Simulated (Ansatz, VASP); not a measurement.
# SiGeO4: VASP beside Ansatz, part 2 of 2

Aim: how closely do two programs agree when they are given the same cell, functional and k mesh? The cell is generated by rule, not measured, and may not be a known phase. The two relaxations start from unlike cells of this crystal (the structure described is Ansatz's start), so only their ends are compared.

VASP 6.6.1 and Ansatz 0.2.0.

So far: The starting structure; VASP: relaxation of cell and atoms, PBEsol, pair 1.

The structure was built from a prototype and need not be the compound's stable phase.

## 3. Ansatz: relaxation of cell and atoms, PBEsol, pair 1

Level of this step: Ansatz beside VASP: Kohn-Sham DFT, plane waves, PBEsol (Ansatz).

Ansatz runs on norm-conserving files, of PseudoDojo where its log says so.

Its own start cell and the same functional and mesh now go to Ansatz, which takes its cutoff from its data sets.

input.yaml reads:

```yaml
crystal:
  lattice:
    - [0.0, 3.8379174859, 3.8379174859]
    - [3.8379174859, 0.0, 3.8379174859]
    - [3.8379174859, 3.8379174859, 0.0]
  atoms:
    - { symbol: Si, position: [0.0, 0.0, 0.0] }
    - { symbol: Ge, position: [0.25, 0.25, 0.25] }
    - { symbol: O, position: [0.1209006003, 0.1549397513, 0.0868614492] }
    - { symbol: O, position: [0.6372981992, 0.1549397513, 0.0868614492] }
    - { symbol: O, position: [0.1549397513, 0.0528222982, 0.6372981992] }
    - { symbol: O, position: [0.0868614492, 0.6372981992, 0.1889789023] }
kpoints:
  mp_grid: { grid: [4, 4, 4] }
hamiltonian:
  xc: pbesol
  pseudopotentials: { kind: nc, accuracy: standard }
scf:
  occupations: { method: fixed }
output:
  forces: true
  stress: true
  eigenvalues: true
  write_density: true
  write_potential: true
  elf: true
  volumetric_format: npy
relax:
  adjacent_minimum: "off"
  f_tol: 0.002
  max_steps: 120
  cell: { stress_tol: 0.03 }
```

Launch:

```console
$ ansatz run input.yaml --threads 8 --pin off --max-ram 14336MiB --backend cpu --events-out ev --progress --plain --runs-dir out
```

Numbers of over 12 decimals in the logs are rounded to 6 here.

Output:

```text
Engine: ansatz 0.2.0, x86_64-unknown-linux-gnu
Pseudopotentials: kind: nc
Pseudopotential: Si, nc, valence charge 4, recommended cutoff 489.804952 eV (normal), Si.nc.azcp (PseudoDojo's, or run here from an input of PseudoDojo's; its table is named by hamiltonian.pseudopotentials.accuracy)
Pseudopotential: Ge, nc, valence charge 14, recommended cutoff 1061.244064 eV (normal), Ge.nc.azcp (PseudoDojo's, or run here from an input of PseudoDojo's; its table is named by hamiltonian.pseudopotentials.accuracy)
Pseudopotential: O, nc, valence charge 6, recommended cutoff 1142.878222 eV (normal), O.nc.azcp (PseudoDojo's, or run here from an input of PseudoDojo's; its table is named by hamiltonian.pseudopotentials.accuracy)
Functional definition: PBEsol
  exchange = pbesol_x
  correlation = pbesol_c
Crystal: 6 atoms, lattice volume = 113.062 Å³
Basis set: ecut = 1142.878222 eV, 9841 PW (Γ), exchange–correlation on 120×120×120 points (8 copies of the dense FFT grid, shifted against one another)
Bands: 27, of which v1, the nominal top of the filled ones, is band 21 counted from 1 (20 counted from 0)
Symmetry: 2 space group operations
Space group: Cm (ITA 8), of the structure as read, at distance tolerance 4.8e-5 Å
k-points: 24 of 64 (time reversal used)
Non-local potential: Si, projectors of the file, l = 0: 2, l = 1: 2, l = 2: 2
Non-local potential: Ge, projectors of the file, l = 0: 2, l = 1: 2, l = 2: 2
Non-local potential: O, projectors of the file, l = 0: 2, l = 1: 2, l = 2: 1
Initial density: superposition of atomic densities (chi_scale 0.1, normalization cell, long waves kept (reshape's long-wave potential 0.07 eV rms))
Initial wavefunctions: pseudopotential atomic-orbital guess
Functional: x = pbesol(κ = 0.804, μ = 0.123457), c = pbesol(β = 0.046)
SCF iter   1: F=—  HF=-4343.418535 eV  |F-HF|=—  |Δ(HF+E_count)|=         —  Δρ=8.99e-2  dr2=7.58e0  ethr=3.10e-3  ⟨swp⟩=5.0  Hψ=2871  notcnv=0  defer=83
preconditioner: auto → none  [insulator: Δε(μ)=4.750 eV  Ē_g=20.396 eV  n_scr=14 (ndim 8)  ℏωp=22.6 eV  f_vac=0.294  ε∞_Penn≈2.2]
SCF iter   2: F=—  HF=-4341.228457 eV  |F-HF|=—  |Δ(HF+E_count)|=    2.19e0  Δρ=4.40e-2  dr2=9.11e-1  ethr=3.10e-3  ⟨swp⟩=3.8  Hψ=1804  notcnv=0  defer=71
SCF iter   3: F=—  HF=-4341.002638 eV  |F-HF|=—  |Δ(HF+E_count)|=   2.26e-1  Δρ=1.46e-2  dr2=1.16e-1  ethr=2.17e-3  ⟨swp⟩=2.0  Hψ=1011  notcnv=0  defer=94
SCF iter   4: F=—  HF=-4340.992507 eV  |F-HF|=—  |Δ(HF+E_count)|=   1.01e-2  Δρ=4.44e-3  dr2=1.18e-2  ethr=2.77e-4  ⟨swp⟩=2.1  Hψ=1148  notcnv=0  defer=96
SCF iter   5: F=—  HF=-4340.991109 eV  |F-HF|=—  |Δ(HF+E_count)|=   1.40e-3  Δρ=8.83e-4  dr2=3.87e-4  ethr=2.81e-5  ⟨swp⟩=3.6  Hψ=1209  notcnv=0  defer=96
SCF iter   6: F=—  HF=-4340.991174 eV  |F-HF|=—  |Δ(HF+E_count)|=   6.53e-5  Δρ=1.38e-4  dr2=6.13e-6  ethr=9.21e-7  ⟨swp⟩=2.7  Hψ=1081  notcnv=0  defer=96
SCF iter   7: F=—  HF=-4340.990958 eV  |F-HF|=—  |Δ(HF+E_count)|=   2.17e-4  Δρ=5.14e-5  dr2=2.24e-6  ethr=1.46e-8  ⟨swp⟩=2.0  Hψ=1072  notcnv=0  defer=95
SCF iter   8: F=—  HF=-4340.990957 eV  |F-HF|=—  |Δ(HF+E_count)|=   3.37e-7  Δρ=1.79e-5  dr2=2.41e-7  ethr=5.34e-9  ⟨swp⟩=2.1  Hψ=944  notcnv=0  defer=96
SCF iter   9: F=-4340.990957 eV  HF=-4340.990957 eV  |F-HF|=8.09e-10  |Δ(HF+E_count)|=   4.43e-8  Δρ=2.35e-6  dr2=2.56e-9  ethr=2.38e-10  ⟨swp⟩=19.8  Hψ=6218  notcnv=0
SCF 1 converged in 9 iterations: F = -4340.990957 eV  dr2 = 2.56e-9
relax step   1: F+E_penalty+E_count = -4340.99095713 eV  Δ(F+E_penalty+E_count) = +0.000e0 eV  max|allowed force component| = 4.581e-1 eV/Å  Δτ_max = 0.0000 Å  P = -3.674 GPa  Ω = 113.062 Å³  (9 SCF iters, dr2 threshold 1.00e-7 eV, accepted)
[...]
relax step  10: F+E_penalty+E_count = -4341.22931606 eV  Δ(F+E_penalty+E_count) = +9.836e-4 eV  max|allowed force component| = 1.814e-3 eV/Å  Δτ_max = 0.0000 Å  P = -0.028 GPa  Ω = 96.718 Å³  stress off target by 3.45e-2 GPa  SCF on the basis re-selected at this cell (its energy is not comparable with the rows above)  (6 SCF iters)
[...]
relax step  11: F+E_penalty+E_count = -4341.22934150 eV  Δ(F+E_penalty+E_count) = -2.543e-5 eV  max|allowed force component| = 5.064e-4 eV/Å  Δτ_max = 0.0017 Å  P = -0.000 GPa  Ω = 96.635 Å³  energy of the carried Pulay correction = +1.661e-5 eV  (6 SCF iters, dr2 threshold 2.97e-9 eV, accepted)
[...]
relax step  12: F+E_penalty+E_count = -4341.22932550 eV  Δ(F+E_penalty+E_count) = +1.599e-5 eV  max|allowed force component| = 5.099e-4 eV/Å  Δτ_max = 0.0000 Å  P = -0.001 GPa  Ω = 96.635 Å³  stress off target by 2.49e-3 GPa  SCF on the basis re-selected at this cell (its energy is not comparable with the rows above)  (4 SCF iters)
basis re-selected at this cell: Δ(F+E_penalty+E_count) = +1.599e-5 eV, ΔP = -0.000 GPa vs the last step (what re-selecting the basis moved, of the pressure what is left beyond the Pulay correction that the steps carried, after the strain that the cell walked since its last selection, with what the two solves' SCF thresholds leave and, on support functions, any second-order correction that the steps lacked; it is no m [...]
SCF converged after 4 iterations
Free energy (F): -4341.229326 eV
Harris-Foulkes:  -4341.229326 eV  (|F-HF|=1.82e-12)
Internal energy: -4341.229326 eV  (E = F + TS)
E sigma→0 (E₀):  -4341.229326 eV
Fermi energy:    1.452652 eV
--- Per-component energies (eV) ---
  E_band       = -387.179132
  E_kinetic    = 3112.782878
  E_local      = -4860.221772  (includes V_loc(G=0)·N_el)
  E_nonlocal   = -1580.466371
  E_hartree    = 1946.818878
  E_xc         = -1085.612838
  E_vxc        = -952.911617  (∫ρ·V_xc dr)
  E_ewald      = -1874.530100
  E_smearing   = -0.000000  (= −TS)
  E_closure    = -0.000000  (closes the sum)
  Σ components = -4341.229326   (vs F -4341.229326, Δ=0.00e0)
--- Forces (eV/Å), atoms counted from 1 ---
  atom   1  Si     0.00051017    -0.00030981     0.00030981
  atom   2  Ge    -0.00047464    -0.00011919     0.00011919
  atom   3  O     -0.00010122    -0.00003301    -0.00007790
  atom   4  O     -0.00010122     0.00007790     0.00003301
  atom   5  O     -0.00022675     0.00039754    -0.00039754
  atom   6  O      0.00039514    -0.00001296     0.00001296
  max |Σ_I F_I| component: 1.47e-6 eV/Å
--- Stress (GPa, compression-positive) ---
        0.000251      -0.000426       0.000426
       -0.000426      -0.001071       0.001291
        0.000426       0.001291      -0.001071
  P = ⅓ Tr σ = -0.0006 GPa (-0.006 kbar)
--- Band table (eV; the first three rows and the last of 24) ---
  k-point 0: bands = [... 17 lower, 0.0425, 0.2143, 0.9822, 1.4290, 5.8071, 9.7111, 10.4959, 10.6577, ... 2 higher]
  k-point 1: bands = [... 17 lower, 0.0321, 0.2870, 0.8658, 1.4183, 6.5808, 9.5372, 10.3043, 10.7358, ... 2 higher]
  k-point 2: bands = [... 17 lower, -0.0061, 0.5799, 0.6469, 1.4527, 7.3330, 9.7886, 9.8816, 10.1689, ... 2 higher]
  k-point 23: bands = [... 17 lower, 0.0526, 0.3604, 0.8932, 0.9531, 8.1093, 9.8403, 10.2663, 10.5820, ... 2 higher]
--- Relaxed structure (10 steps of the walk, 9 accepted, 2 SCFs on fresh bases) ---
  F+E_penalty+E_count = -4341.22932550 eV   max|allowed force component| = 5.099e-4 eV/Å   (the final SCF, on the basis selected at the relaxed cell)
  cell:  # Å, volume = 96.6346 Å³
    - [0.0, 3.826544, 3.826544]
    - [3.572240, 0.148237, 3.678307]
    - [3.575354, 3.681422, 0.145123]
  atoms:
    - { symbol: Si, position: [-0.00187161, -6.19660190692451e-5, 0.00380519] }
    - { symbol: Ge, position: [0.251044, 0.245783, 0.252128] }
    - { symbol: O, position: [0.122408, 0.204181, 0.035250] }
    - { symbol: O, position: [0.638162, 0.204181, 0.035250] }
    - { symbol: O, position: [0.197469, -0.040249, 0.645310] }
    - { symbol: O, position: [0.042789, 0.636165, 0.278257] }
```

Reading the cycles: dr2 is the Hartree energy of the density residual (eV), the measure of convergence; HF is the Harris–Foulkes estimate of the energy, which meets the free energy F at convergence.

## 4. Comparison

Known differences besides the potentials themselves: fixed occupations in Ansatz, narrow Gaussian smearing in VASP; the cutoff is 1142.88 eV in Ansatz and 600 eV in VASP; Ansatz adds a Pulay correction to the stress that steers its cell, VASP none. Total energies have different zeros and are not compared.

Both answers:

```csv
quantity,Ansatz,VASP,difference
volume (Å³),96.63,96.53,+0.11 %
"edge a after relaxation, in the typed setting (Å)",5.412,5.417,-0.10 %
"edge b after relaxation, in the typed setting (Å)",5.130,5.127,+0.05 %
"edge c after relaxation, in the typed setting (Å)",5.134,5.131,+0.06 %
```

## 5. VASP: relaxation of cell and atoms, PBEsol, pair 2

The relaxed volume is the usual yardstick between codes: in a stiff, nearly cubic crystal its relative difference is about their pressure difference at one cell divided by the bulk modulus. This pair takes another cell of the material, with 12 atoms against 6 for the pair before.

INCAR reads:

```
SYSTEM = SiGeO4
PREC = Accurate
ENCUT = 600
EDIFF = 1E-07
NELM = 120
ISMEAR = 0
SIGMA = 0.01
LREAL = .FALSE.
ALGO = Normal
GGA = PS
NBANDS = 54
LORBIT = 11
LWAVE = .FALSE.
LCHARG = .FALSE.
ISIF = 3
IBRION = 2
NSW = 80
EDIFFG = -0.005
LASPH = .TRUE.
GGA_COMPAT = .FALSE.
NELMIN = 4
EFERMI = MIDGAP
KPAR = 2
```

POSCAR reads:

```
SiGeO4
1.0
   -0.0000000014      3.5848647801      3.5848647828
   -3.5848647814      3.5848647814      0.0000000000
   -3.9410625280     -3.9410625280      7.5259282479
Si Ge O
2 2 8
Direct
    0.9992794136      0.0003602932      0.0010808797
    0.9992793485      0.5003603258      0.5010808471
    0.7498445426      0.6250778590      0.8752333489
    0.7498444775      0.1250778915      0.3752333163
    0.3605114636      0.9408846407      0.9389544407
    0.3605116590      0.1986039282      0.4389544081
    0.0019300855      0.6986040910      0.9389545059
    0.7596495358      0.4408846081      0.4389544734
    0.8787847798      0.5606077403      0.6818227830
    0.8787849752      0.0606075123      0.1818227504
    0.7596494707      0.2994661492      0.9389544408
    0.0019301506      0.7994661818      0.4389544081
```

KPOINTS reads:

```
Automatic mesh
0
Gamma
6 6 4
0 0 0
```

Potentials, in the order of the species: Si, Ge_d and O (PBE family, release 64).

Launch:

```console
$ mpirun -np 2 vasp_std
```

Output:

```text
[banner, memory and clock lines left out]
running    2 mpi-ranks, on    1 nodes
[...]
[... a notice as in an earlier step ...]

 LDA part: xc-table for (Slater+PW92), standard interpolation
|                                                                             |
|           W    W    AA    RRRRR   N    N  II  N    N   GGGG   !!!           |
|           W    W   A  A   R    R  NN   N  II  NN   N  G    G  !!!           |
|           W    W  A    A  R    R  N N  N  II  N N  N  G       !!!           |
|           W WW W  AAAAAA  RRRRR   N  N N  II  N  N N  G  GGG   !            |
|           WW  WW  A    A  R   R   N   NN  II  N   NN  G    G                |
|           W    W  A    A  R    R  N    N  II  N    N   GGGG   !!!           |
|                                                                             |
|     Your reciprocal lattice and k-lattice belong to different lattice       |
|     classes:                                                                |
|                                                                             |
[...]
DAV:  15    -0.896148041331E+02   -0.13532E-05   -0.25148E-06  4944   0.796E-03    0.118E-03
DAV:  16    -0.896148042701E+02   -0.13703E-06   -0.15288E-07  3592   0.318E-03    0.645E-04
DAV:  17    -0.896148042911E+02   -0.20980E-07   -0.83003E-08  3560   0.169E-03
   1 F= -.89614804E+02 E0= -.89614804E+02  d E =-.896148E+02
[... from here on, the cycles between the ionic steps are left out ...]
   2 F= -.89614795E+02 E0= -.89614795E+02  d E =0.917668E-05
   3 F= -.89614829E+02 E0= -.89614829E+02  d E =-.242340E-04
   4 F= -.89614836E+02 E0= -.89614836E+02  d E =-.781107E-05
   5 F= -.89614843E+02 E0= -.89614843E+02  d E =-.143605E-04
   6 F= -.89614843E+02 E0= -.89614843E+02  d E =-.144711E-04
   7 F= -.89614845E+02 E0= -.89614845E+02  d E =-.221030E-05
   8 F= -.89614851E+02 E0= -.89614851E+02  d E =-.799449E-05
   9 F= -.89614860E+02 E0= -.89614860E+02  d E =-.172496E-04
  10 F= -.89614870E+02 E0= -.89614870E+02  d E =-.265783E-04
  11 F= -.89614872E+02 E0= -.89614872E+02  d E =-.228658E-05
[...]
trial-energy change:   -0.000002  1 .order   -0.000002   -0.000003   -0.000002
 step:   0.8497(harm=  1.2738)  dis= 0.00031  next Energy=   -89.614877 (dE=-0.779E-05)
 reached required accuracy - stopping structural energy minimisation
```

OUTCAR, selected parts (step 5):

```text
  Total       -0.0028562     -0.0028562     -0.0028562     -0.0115012      0.0115012      0.0115012
  in kB       -0.0230783     -0.0230783     -0.0230784     -0.0929302      0.0929302      0.0929302
  external PRESSURE =      -0.0230783 kB  Pullay stress =       0.0000000 kB

 POSITION                                       TOTAL-FORCE (eV/Angst)
 -----------------------------------------------------------------------------------
     -0.00562      3.58104      3.59227         0.001961      0.001961     -0.001961
     -3.77018      3.40313      7.35684         0.001961      0.001961     -0.001961
     -5.69214      1.48118      9.27879        -0.002585     -0.002585      0.002585
     -1.92757      1.65908      5.51423        -0.002585     -0.002585      0.002585
     -7.07503      0.96433      8.36289         0.001374     -0.000882     -0.000886
     -2.44441      0.27619      4.59833        -0.000882      0.001374     -0.000886
     -6.20898     -1.18958      7.07503        -0.000882      0.000886     -0.001374
     -3.31046      2.57499      6.03107         0.001374      0.000886      0.000882
     -4.69863      2.47468      8.28528        -0.000754     -0.000754      0.000754
     -0.93406      2.65259      4.52072        -0.000754     -0.000754      0.000754
     -4.77624      0.09828      9.79563         0.000886      0.001374      0.000882
     -4.59833      1.14224      3.31046         0.000886     -0.000882     -0.001374
 -----------------------------------------------------------------------------------
    total drift:                                0.002955     -0.005131     -0.001117

  FREE ENERGIE OF THE ION-ELECTRON SYSTEM (eV)
  ---------------------------------------------------
  free  energy   TOTEN  =       -89.6148718611 eV

  energy  without entropy=      -89.6148718611  energy(sigma->0) =      -89.61487186

[... 1 part as in an earlier step ...]

[... 3 further parts left out ...]
[key lines of the parts left out:]
E-fermi :   1.3542
```

## 6. Ansatz: relaxation of cell and atoms, PBEsol, pair 2

Its own start cell and the same functional and mesh now go to Ansatz, which takes its cutoff from its data sets.

The two relaxations start from unlike cells of this crystal, so only their ends are compared.

input.yaml, the sections that differ from step 3:

```yaml
crystal:
  lattice:
    - [0.0, 3.8379174859, 3.8379174859]
    - [-3.8379174859, 3.8379174859, 0.0]
    - [-3.8379174859, -3.8379174859, 7.6758349718]
  atoms:
    - { symbol: Si, position: [0.0, 0.0, 0.0] }
    - { symbol: Si, position: [0.0, 0.5, 0.5] }
    - { symbol: Ge, position: [0.75, 0.625, 0.875] }
    - { symbol: Ge, position: [0.75, 0.125, 0.375] }
    - { symbol: O, position: [0.3627018008, 0.8776066386, 0.9395496999] }
    - { symbol: O, position: [0.3627018008, 0.2596915606, 0.4395496999] }
    - { symbol: O, position: [0.9380569388, 0.7596915606, 0.9395496999] }
    - { symbol: O, position: [0.8201418607, 0.3776066386, 0.4395496999] }
    - { symbol: O, position: [0.8790993997, 0.5604503001, 0.6813509004] }
    - { symbol: O, position: [0.8790993997, 0.0604503001, 0.1813509004] }
    - { symbol: O, position: [0.8201418607, 0.3022515007, 0.9395496999] }
    - { symbol: O, position: [0.9380569388, 0.8022515007, 0.4395496999] }
kpoints:
  mp_grid: { grid: [6, 6, 4] }
# hamiltonian, scf, output, relax: as in step 3
```

Launch:

```console
$ ansatz run input.yaml --threads 8 --pin off --max-ram 14336MiB --backend cpu --events-out ev --progress --plain --runs-dir out
```

Output:

```text
[...]
- { symbol: O, position: [0.360140, 0.938966, 0.939037] }
    - { symbol: O, position: [0.360140, 0.200894, 0.439037] }
    - { symbol: O, position: [0.999929, 0.700894, 0.939037] }
    - { symbol: O, position: [0.761857, 0.438966, 0.439037] }
    - { symbol: O, position: [0.878945, 0.560528, 0.681583] }
    - { symbol: O, position: [0.878945, 0.060528, 0.181583] }
    - { symbol: O, position: [0.761857, 0.299177, 0.939037] }
    - { symbol: O, position: [0.999929, 0.799177, 0.439037] }
[key lines of the parts left out:]
SCF converged after 5 iterations
Free energy (F): -8682.379074 eV
Fermi energy:    1.217984 eV
P = ⅓ Tr σ = -0.0231 GPa (-0.231 kbar)
```

## 7. Differences

The two programs side by side:

```csv
quantity,Ansatz,VASP,difference
volume (Å³),198.45,198.29,+0.08 %
"edge a after relaxation, in the typed setting (Å)",5.077,5.072,+0.10 %
"edge c after relaxation, in the typed setting (Å)",9.360,9.369,-0.09 %
```

## 8. Results

```yaml
difference_in_volume_relaxation_of_cell_and_atoms_pbesol_pair_1: 0.11 %
difference_in_edge_a_after_relaxation_in_the_typed_setting_relaxation_of_cell_and_atoms_pbesol_pair_2: 0.097 %
```

The difference in volume is 0.11 % (relaxation of cell and atoms, PBEsol, pair 1), within the 1.2 % picked in this series as the mark of a large difference, as far as the stopping tolerances let one tell. Such differences can come from data sets, numerical settings and the points named under the comparisons, not from the functional's error against experiment.

[Lines on the potential files, build, host, timing and source positions are cut from VASP's logs without a mark.]

[Logs are printed without paths, hosts, clocks, repeated set-up lines and the standing remarks that a program may print on its own settings, such as how far it seeks lower states.]

[Hosts, paths, dates, database ids (printed as entryN), source tags and the programs' standing remarks are cut or masked in the printed files.]
